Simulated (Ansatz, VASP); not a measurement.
Ni: VASP beside Ansatz

File INCAR:

```
PREC     = Accurate       # precision mode
ENCUT    = 520            # plane-wave cutoff, eV
EDIFF    = 1E-6           # SCF threshold, eV
ISMEAR   = -1             # smearing method
SIGMA    = 0.1            # smearing width, eV
LREAL    = F              # projectors in reciprocal space
LASPH    = T              # aspherical terms in the spheres
NELM     = 100            # most SCF steps
ALGO     = Normal         # electronic algorithm
ISIF     = 2              # what is computed and relaxed
LWAVE    = F              # write WAVECAR
LCHARG   = T              # write CHGCAR
GGA      = PE             # functional
LELF     = T              # ELF
LVHAR    = T            
NBANDS   = 17             # bands
```

Contents of KPOINTS:

```
Automatic mesh
0
Gamma
  8 8 5
```

The input POSCAR:

```
Ni
1.0
    1.2790130000      2.2153140000      0.0000000000
   -1.2790130000      2.2153140000      0.0000000000
    0.0000000000      0.0000000000      4.0054760000
Ni
2
Direct
    0.3333300000      0.3333400000      0.2500000000
    0.6666600000      0.6666700000      0.7500000000
```

Input for Ansatz:

```yaml
crystal:
  lattice:
    - [1.279013, 2.215314, 0.0]
    - [-1.279013, 2.215314, 0.0]
    - [0.0, 0.0, 4.005476]
  atoms:
    - { symbol: Ni, position: [0.33333, 0.33334, 0.25] }
    - { symbol: Ni, position: [0.66666, 0.66667, 0.75] }
  symmetry: { tolerance: 0.0003 }
kpoints:
  mp_grid: { grid: [8, 8, 5], shift: [0, 0, 0] }
magnetization:
  spin_polarized: false
scf:
  occupations: { method: fermi_dirac }
  mixing: { algorithm: msr1, beta: 0.2, ndim: 4 }
hamiltonian:
  pseudopotentials: { kind: paw }
  xc: pbe
basis:
  ecutwfc: 420
output:
  forces: true
  stress: true
  eigenvalues: true
```

The cell was built by a generator and needn't be a form met in nature.

Alike in both runs: task single point; functional PBE; k mesh 8 × 8 × 5; no spin polarisation.

```csv
,VASP,Ansatz
version,VASP 6.6.1,Ansatz 0.2.0
potentials or method,"VASP PAW PBE potentials, release 64 (Ni)",PAW plane waves
plane-wave cutoff (eV),520,420
occupations,"fermi-dirac, width 0.1 eV",fermi-dirac
valence electrons in the cell,20,36
```

```csv
,VASP,Ansatz,Ansatz less VASP
gap on the k mesh at the Fermi level (eV),none,none,-
pressure (GPa),-6.7,-6.8,-0.10
largest component of the traceless stress (GPa),4.81,4.96,+0.145
```

A gap of «none» marks a metal or a gap that the smearing closes. The two sets of potentials don't hold the same shells in valence. Ansatz warned: «structure_snapped_to_symmetry».

Caveats: the run has no spin polarisation, though such a crystal can be magnetic. Spin polarisation is off, so any magnetic state and its effect on volume and gap are missing.
